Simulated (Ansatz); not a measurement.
# Guessed and relaxed cells of Ge

The cell of Ge is invented: 4-connected net of one element (Pcca, No. 54). The dimensions are guesses.

start.cif

```cif
data_structure
_symmetry_space_group_name_H-M 'Pcca'
_symmetry_Int_Tables_number 54
_cell_length_a 6.0756
_cell_length_b 3.3652
_cell_length_c 6.7691
_cell_angle_alpha 90.000
_cell_angle_beta 90.000
_cell_angle_gamma 90.000
_cell_volume 138.40
loop_
_atom_site_label
_atom_site_type_symbol
_atom_site_symmetry_multiplicity
_atom_site_Wyckoff_symbol
_atom_site_fract_x
_atom_site_fract_y
_atom_site_fract_z
_atom_site_occupancy
Ge1 Ge 8 f 0.38084 0.23159 0.11537 1
```

These are results of DFT PBE, scalar-relativistic, plane waves, PAW in Ansatz 0.2.0, not measurements. Cutoff 420 eV, Gaussian smearing, Γ-centred meshes. Cell and atoms relax first on a coarse mesh and then on a finer one. In between, the cell is made exact in the group found at 0.06 Å. In metals the finer mesh still leaves noise of several meV/atom or more. The steps can't lower the symmetry of their start. No spin polarisation.

end.cif

```cif
data_structure
_symmetry_space_group_name_H-M 'Cmce'
_symmetry_Int_Tables_number 64
_cell_length_a 3.6889
_cell_length_b 7.3527
_cell_length_c 6.3914
_cell_angle_alpha 90.000
_cell_angle_beta 90.000
_cell_angle_gamma 90.000
_cell_volume 173.36
loop_
_atom_site_label
_atom_site_type_symbol
_atom_site_symmetry_multiplicity
_atom_site_Wyckoff_symbol
_atom_site_fract_x
_atom_site_fract_y
_atom_site_fract_z
_atom_site_occupancy
Ge1 Ge 8 f 0.50000 0.34764 0.40622 1
```

The symmetry goes from Pcca (No. 54) to Cmce (No. 64), and the primitive cell from 8 to 4 atoms. The volume per atom grows by 25.3 %, from 17.3 to 21.7 Å³. The shortest distance goes from 2.23 Å (Ge–Ge) to 2.54 Å (Ge–Ge). The energy falls by about 0.45 eV/atom (the start's value is from the coarse mesh). The end is written in a standard setting, so origin, axes and order of atoms can differ from the start's.

```json
{
 "Volume per atom": "21.67 Å³",
 "Density": "5.57 g/cm³",
 "Energy over the standard state": "+0.22 eV/atom",
 "Gap on the 14×14×8 mesh of the 4-atom cell": "0 eV (a metal)"
}
```

Energies count from the standard state of Ge at the same level. So it is a metastable form at best.

The last run used Gaussian smearing of 0.10 eV. A later test with randomly moved atoms came back to the same energy, though modes that don't fit the test's cell weren't probed. In all, the 3 runs took 4 min on 1 thread of Intel(R) Xeon(R) Platinum 8488C (Sapphire Rapids), on a shared host. Another cell of Ge relaxed alike, in P6_3/mmc, lies 217 meV/atom lower, so this cell isn't the stable form at this level.
